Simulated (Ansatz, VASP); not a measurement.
## One calculation of Al2Pt, two programs

File INCAR:

```
PREC = Accurate
ENCUT = 520
EDIFF = 1E-6
ISMEAR = 0
SIGMA = 0.1
LREAL = F
LASPH = T
NELM = 100
ALGO = Fast
ISIF = 2
LWAVE = F
LCHARG = F
GGA = PS
NBANDS = 15
```

Contents of KPOINTS:

```
Automatic mesh
0
Gamma
  12 12 12
```

POSCAR

```
Al2Pt
1.0
    0.0000000000      3.0434273813      3.0434273813
    3.0434273813      0.0000000000      3.0434273813
    3.0434273813      3.0434273813      0.0000000000
Al Pt
2 1
Direct
    0.2500000000      0.2500000000      0.2500000000
    0.7500000000      0.7500000000      0.7500000000
    0.0000000000      0.0000000000      0.0000000000
```

Input for Ansatz:

```yaml
crystal:
  lattice:
    - [0.0, 3.0434273813, 3.0434273813]
    - [3.0434273813, 0.0, 3.0434273813]
    - [3.0434273813, 3.0434273813, 0.0]
  atoms:
    - { symbol: Al, position: [0.25, 0.25, 0.25] }
    - { symbol: Al, position: [0.75, 0.75, 0.75] }
    - { symbol: Pt, position: [0.0, 0.0, 0.0] }
basis:
  ecutwfc: 420
kpoints:
  mp_grid: { grid: [12, 12, 12] }
hamiltonian:
  xc: pbesol
scf:
  occupations: { method: gaussian, width: 0.1 }
output:
  forces: true
  stress: true
  eigenvalues: true
```

Alike in both runs: task single point; functional PBEsol; k mesh 12 × 12 × 12; occupations gaussian, width 0.1 eV; no spin polarisation.

|  | VASP | Ansatz |
| --- | --- | --- |
| version | VASP 6.6.1 | Ansatz 0.2.0 |
| potentials or method | VASP PAW PBE potentials, release 64 (Al, Pt) | scalar-relativistic, plane waves, PAW |
| plane-wave cutoff (eV) | 520 | 420 |
| valence electrons in the cell | 16 | 24 |

|  | VASP | Ansatz | Ansatz less VASP |
| --- | --- | --- | --- |
| gap on the k mesh at the Fermi level (eV) | none | none | - |
| pressure (GPa) | -10.8 | -10.7 | +0.09 |

A gap of «none» marks a metal or a gap that the smearing closes. The two sets of potentials don't hold the same shells in valence.

Caveats: the PAW data sets were made with another functional, which shifts forces and pressure a little (VASP). Spin-orbit coupling is left out, which matters for the levels of Pt.
